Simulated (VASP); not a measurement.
# FeS2 (Marcasite) (Pnnm) in VASP: electric field gradients with HSE06

Aim: the electric field gradients of FeS2 (Marcasite) with HSE06.

Everything below comes from runs of VASP 6.6.1. Logs are shortened: lines on timing, memory, paths and dates and some standing lists are left out, and cuts for length are marked.

## 1. The crystal as given

It takes space group Pnnm (No. 58, orthorhombic). The conventional cell has a = 4.440 Å, b = 5.390 Å, c = 3.370 Å, α = 90.00°, β = 90.00°, γ = 90.00°. Fe (site symmetry 2/m) has 6 S at 2.21 to 2.24 Å as nearest neighbours. Around S (site symmetry m) lie 3 Fe at 2.21 to 2.24 Å and 1 S at 2.25 Å.

## 2. Electric field gradients, HSE06, collinear spin, ferromagnetic start

Input file POSCAR:

```
FeS2
1.0
    4.4400000000      0.0000000000      0.0000000000
    0.0000000000      5.3900000000      0.0000000000
    0.0000000000      0.0000000000      3.3700000000
Fe S
2 4
Direct
    0.0000000000      0.0000000000      0.0000000000
    0.5000000000      0.5000000000      0.5000000000
    0.2030000000      0.3750000000      0.0000000000
    0.2970000000      0.8750000000      0.5000000000
    0.7970000000      0.6250000000      0.0000000000
    0.7030000000      0.1250000000      0.5000000000
```

Input file INCAR.step1:

```
  PREC = Accurate
  ENCUT = 520
  ISMEAR = -1
  SIGMA = 0.02
  LREAL = F
  LASPH = T
  NELM = 150
  ALGO = Normal
  ISIF = 2
  LWAVE = T
  LCHARG = F
  ISPIN = 2
  MAGMOM = 4 4 0 0 0 0
  LORBIT = 11
  LMAXMIX = 4
  GGA = PE
  EDIFF = 1E-5
```

Input file INCAR.step2:

```
  PREC = Accurate
  ENCUT = 520
  EDIFF = 1E-7
  ISMEAR = -1
  SIGMA = 0.02
  LREAL = F
  LASPH = T
  NELM = 150
  ALGO = Normal
  ISIF = 2
  LWAVE = F
  LCHARG = F
  ISPIN = 2
  MAGMOM = 4 4 0 0 0 0
  LORBIT = 11
  LMAXMIX = 4
  GGA = PE
  LHFCALC = T
  HFSCREEN = 0.2
  PRECFOCK = Fast
  LEFG = T
  ISTART = 1
```

Input file KPOINTS:

```
regular mesh
0
Gamma
  4 3 5
```

Potentials or basis: VASP PAW PBE potentials, release 64 (Fe, S).

Started as:

```sh
$ cat potpaw_PBE.64/Fe/POTCAR potpaw_PBE.64/S/POTCAR > POTCAR
$ cp INCAR.step1 INCAR
$ mpirun -np 1 vasp_std > vasp.out
$ cp INCAR.step2 INCAR
$ mpirun -np 1 vasp_std > vasp.out
```

OUTCAR:

```text
PREC = Accurate
   ENCUT = 520
   EDIFF = 1E-7
   ISMEAR = -1
   LREAL = F
   LASPH = T
   NELM = 150
   ISIF = 2
   ISPIN = 2
   LORBIT = 11
   GGA = PE
   LHFCALC = T
   HFSCREEN = 0.2
   PRECFOCK = Fast
   ISTART = 1

 ion  position               nearest neighbor table
   1  0.000  0.000  0.000-   3 2.21   5 2.21   4 2.24   6 2.24   4 2.24   6 2.24
   2  0.500  0.500  0.500-   4 2.21   6 2.21   5 2.24   3 2.24   3 2.24   5 2.24
   3  0.203  0.375  0.000-   1 2.21   2 2.24   2 2.24   5 2.25
   4  0.297  0.875  0.500-   2 2.21   1 2.24   1 2.24   6 2.25
   5  0.797  0.625  0.000-   1 2.21   2 2.24   2 2.24   3 2.25
   6  0.703  0.125  0.500-   2 2.21   1 2.24   1 2.24   4 2.25

  LATTYP: Found a simple orthorhombic cell.
 ALAT       =     3.3700000000
 B/A-ratio  =     1.3175074184
 C/A-ratio  =     1.5994065282

  Lattice vectors:

 A1 = (   0.0000000000,   0.0000000000,   3.3700000000)
 A2 = (   4.4400000000,   0.0000000000,   0.0000000000)
 A3 = (   0.0000000000,   5.3900000000,   0.0000000000)

Analysis of symmetry for initial positions (statically):
=====================================================================
 Subroutine PRICEL returns:
 Original cell was already a primitive cell.

 Routine SETGRP: Setting up the symmetry group for a
 simple orthorhombic supercell.

 Subroutine GETGRP returns: Found  8 space group operations
 (whereof  4 operations were pure point group operations)
 out of a pool of  8 trial point group operations.

The static configuration has the point symmetry C_2h.
 The point group associated with its full space group is D_2h.

Analysis of symmetry for dynamics (positions and initial velocities):
=====================================================================
 Subroutine PRICEL returns:
 Original cell was already a primitive cell.

 Routine SETGRP: Setting up the symmetry group for a
 simple orthorhombic supercell.

 Subroutine GETGRP returns: Found  8 space group operations
 (whereof  4 operations were pure point group operations)
 out of a pool of  8 trial point group operations.

The dynamic configuration has the point symmetry C_2h.
 The point group associated with its full space group is D_2h.

Analysis of structural, dynamic, and magnetic symmetry:
=====================================================================
 Subroutine PRICEL returns:
 Original cell was already a primitive cell.

 Routine SETGRP: Setting up the symmetry group for a
 simple orthorhombic supercell.

 Subroutine GETGRP returns: Found  8 space group operations
 (whereof  4 operations were pure point group operations)
 out of a pool of  8 trial point group operations.

The overall configuration has the point symmetry C_2h.
 The point group associated with its full space group is D_2h.

 Subroutine INISYM returns: Found  8 space group operations
 (whereof  4 operations are pure point group operations),
 and found     1 'primitive' translations

----------------------------------------------------------------------------------------

                                     Primitive cell

  volume of cell :      80.6495

  direct lattice vectors                    reciprocal lattice vectors
     4.440000000  0.000000000  0.000000000     0.225225225  0.000000000  0.000000000
     0.000000000  5.390000000  0.000000000     0.000000000  0.185528757  0.000000000
     0.000000000  0.000000000  3.370000000     0.000000000  0.000000000  0.296735905

  length of vectors
     4.440000000  5.390000000  3.370000000     0.225225225  0.185528757  0.296735905

  position of ions in fractional coordinates (direct lattice)
     0.000000000  0.000000000  0.000000000
[... 111 lines left out ...]
   AEXX    =    0.2500 exact exchange contribution
   HFSCREEN=    0.2000 screening length (either q_TF or 0.3 A-1)
   HFSCREENC=   0.2000 screening length for correlation (either q_TF or 0.3 A-1)
   ENCUTFOCK=  -1.0 apply spherical cutoff to Coloumb kernel
   IVDW    =     0    specifies the selected vdW correction
   LEPSILON=     F    determine dielectric tensor
   LRPA    =     F    only Hartree local field effects (RPA)
 spin polarized calculation
  energy-cutoff  :      520.00
  volume of cell :       80.65
 maximum number of plane-waves:      2200
 NGX is ok and might be reduce to    36
  NGX = 18; NGY = 24; NGZ = 14

 number of electron      39.9999995 magnetization       0.0000000

 number of electron      39.9999995 magnetization      -0.0000000

 Free energy of the ion-electron system (eV)
  ---------------------------------------------------
  ext. energy  EPLUGINS =         0.00000000
  ---------------------------------------------------
  free energy    TOTEN  =       -46.43584599 eV

  energy without entropy =      -46.43584599  energy(sigma->0) =      -46.43584599

 E-fermi :   7.3464     XC(G=0):  -9.6401

 val. band max:        6.9068418470   @ k =   0.5000   0.0000   0.0000
 cond. band min:       9.2182732880   @ k =   0.0000   0.3333   0.0000
 fundamental gap:      2.3114314411
 Fermi energy:         7.3464397735

 spin component 1

 k-point     1 :       0.0000    0.0000    0.0000
  band No.  band energies     occupation
      1     -11.1132      1.00000
      2      -8.4653      1.00000
      3      -6.4415      1.00000
      4      -5.6245      1.00000
      5      -1.0843      1.00000
      6       0.5329      1.00000
[... 547 lines left out ...]
     27      15.2803      0.00000
     28      15.2803      0.00000
 Fermi energy:         7.3464397735

 spin component 2

 k-point     1 :       0.0000    0.0000    0.0000
  band No.  band energies     occupation
      1     -11.1132      1.00000
      2      -8.4653      1.00000
      3      -6.4415      1.00000
      4      -5.6245      1.00000
      5      -1.0843      1.00000
      6       0.5329      1.00000
[... 547 lines left out ...]
     27      15.2803      0.00000
     28      15.2803      0.00000

------------------------ aborting loop because EDIFF is reached ----------------------------------------

  FORCE on cell =-STRESS in cart. coord.  units (eV):
  Direction    XX          YY          ZZ          XY          YZ          ZX
  --------------------------------------------------------------------------------------
  -------------------------------------------------------------------------------------
  Total       -1.9058185      0.0735777      1.5047693      0.0000000      0.0000000      0.0000000
  in kB      -37.8608605      1.4616895     29.8936454      0.0000000      0.0000000      0.0000000
  external PRESSURE =      -2.1685085 kB  Pullay stress =       0.0000000 kB

 VOLUME and BASIS-vectors are now :
 -----------------------------------------------------------------------------
  energy-cutoff  :      520.00
  volume of cell :       80.65
      direct lattice vectors                 reciprocal lattice vectors
     4.440000000  0.000000000  0.000000000     0.225225225  0.000000000  0.000000000
     0.000000000  5.390000000  0.000000000     0.000000000  0.185528757  0.000000000
     0.000000000  0.000000000  3.370000000     0.000000000  0.000000000  0.296735905

 POSITION                                       TOTAL-FORCE (eV/Angst)
 -----------------------------------------------------------------------------------
      0.00000      0.00000      0.00000         0.000000      0.000000      0.000000
      2.22000      2.69500      1.68500         0.000000      0.000000      0.000000
      0.90132      2.02125      0.00000        -0.892562      0.768243      0.000000
      1.31868      4.71625      1.68500         0.892562      0.768243      0.000000
      3.53868      3.36875      0.00000         0.892562     -0.768243     -0.000000
      3.12132      0.67375      1.68500        -0.892562     -0.768243     -0.000000
 -----------------------------------------------------------------------------------
    total drift:                                0.000001     -0.000002      0.000004

  FREE ENERGIE OF THE ION-ELECTRON SYSTEM (eV)
  ---------------------------------------------------
  free  energy   TOTEN  =       -46.4358459917 eV

  energy  without entropy=      -46.4358459917  energy(sigma->0) =      -46.43584599

 Electric field gradients (V/A^2)
---------------------------------------------------------------------
 ion       V_xx      V_yy      V_zz      V_xy      V_xz      V_yz
---------------------------------------------------------------------
   1      25.685     3.626   -29.311     2.085    -0.000     0.000
   2      25.685     3.626   -29.311    -2.085    -0.000    -0.000
   3      95.398    21.127  -116.525  -136.220    -0.000    -0.000
   4      95.398    21.127  -116.525   136.220    -0.000    -0.000
   5      95.398    21.127  -116.525  -136.220    -0.000     0.000
   6      95.398    21.127  -116.525   136.220    -0.000    -0.000
---------------------------------------------------------------------

 Electric field gradients after diagonalization (V/A^2)
 (convention: |V_zz| > |V_xx| > |V_yy|)
----------------------------------------------------------------------
 ion       V_xx      V_yy      V_zz     asymmetry (V_yy - V_xx)/ V_zz
----------------------------------------------------------------------
   1      25.880     3.431   -29.311       0.766
   2      25.880     3.431   -29.311       0.766
   3    -116.525   -82.929   199.454       0.168
   4    -116.525   -82.929   199.454       0.168
   5    -116.525   -82.929   199.454       0.168
   6    -116.525   -82.929   199.454       0.168
----------------------------------------------------------------------

           NMR quadrupolar parameters

 Cq : quadrupolar parameter    Cq=e*Q*V_zz/h
 eta: asymmetry parameters     (V_yy - V_xx)/ V_zz
 Q  : nuclear electric quadrupole moment in mb (millibarn)
----------------------------------------------------------------------
 ion       Cq(MHz)       eta       Q (mb)
----------------------------------------------------------------------
   1      -0.071       0.766       1.000
   2      -0.071       0.766       1.000
   3       0.482       0.168       1.000
   4       0.482       0.168       1.000
   5       0.482       0.168       1.000
   6       0.482       0.168       1.000
----------------------------------------------------------------------

 total charge

# of ion       s       p       d       tot
------------------------------------------
    1        0.448   0.691   6.544   7.684
    2        0.448   0.691   6.544   7.684
    3        1.335   2.339   0.000   3.674
    4        1.335   2.339   0.000   3.674
    5        1.335   2.339   0.000   3.674
    6        1.335   2.339   0.000   3.674
--------------------------------------------------
tot          6.237  10.739  13.088  30.064

 magnetization (x)

# of ion       s       p       d       tot
------------------------------------------
    1        0.000   0.000   0.000   0.000
    2        0.000   0.000   0.000   0.000
    3       -0.000  -0.000   0.000  -0.000
    4       -0.000  -0.000   0.000  -0.000
    5       -0.000  -0.000   0.000  -0.000
    6       -0.000  -0.000   0.000  -0.000
--------------------------------------------------
tot          0.000  -0.000   0.000  -0.000
```

Run time: 2.3 h. Hardware: 1 thread of Intel Xeon Platinum 8259CL at 2.50GHz (Skylake/Cascade Lake), shared host; peak memory 0.38 GiB.

What came out:

```
Free energy                                           : -46.4358 eV
Pressure                                              : -0.2 GPa
Largest force                                         : 1.178 eV/Å
Band gap on the k mesh                                : 2.31 eV, indirect (least direct gap 2.86 eV)
Net moment                                            : 0.00 μB per cell
Valence electrons inside the program's atomic spheres : Fe 7.68; S 3.67
```

Forces on the atoms (eV/Å):
```
Fe   0.000  0.000  0.000
Fe   0.000  0.000  0.000
S   -0.893  0.768  0.000
S    0.893  0.768  0.000
S    0.893 -0.768  0.000
S   -0.893 -0.768  0.000
```

Stress tensor (GPa, compression positive):
```
-3.79  0.00  0.00
 0.00  0.15  0.00
 0.00  0.00  2.99
```

Electric field gradients, principal values (V/Å²):
```
atom      Vxx       Vyy      Vzz
1 Fe    3.431    25.880  -29.311
2 Fe    3.431    25.880  -29.311
 3 S  -82.929  -116.525  199.454
 4 S  -82.929  -116.525  199.454
 5 S  -82.929  -116.525  199.454
 6 S  -82.929  -116.525  199.454
```

Caveat: the starting moments collapsed, and a magnetic state may lie lower; the PAW data sets were made with another functional, which shifts forces and pressure a little; an odd mesh through Γ misses points on the zone boundary, where band edges often lie.
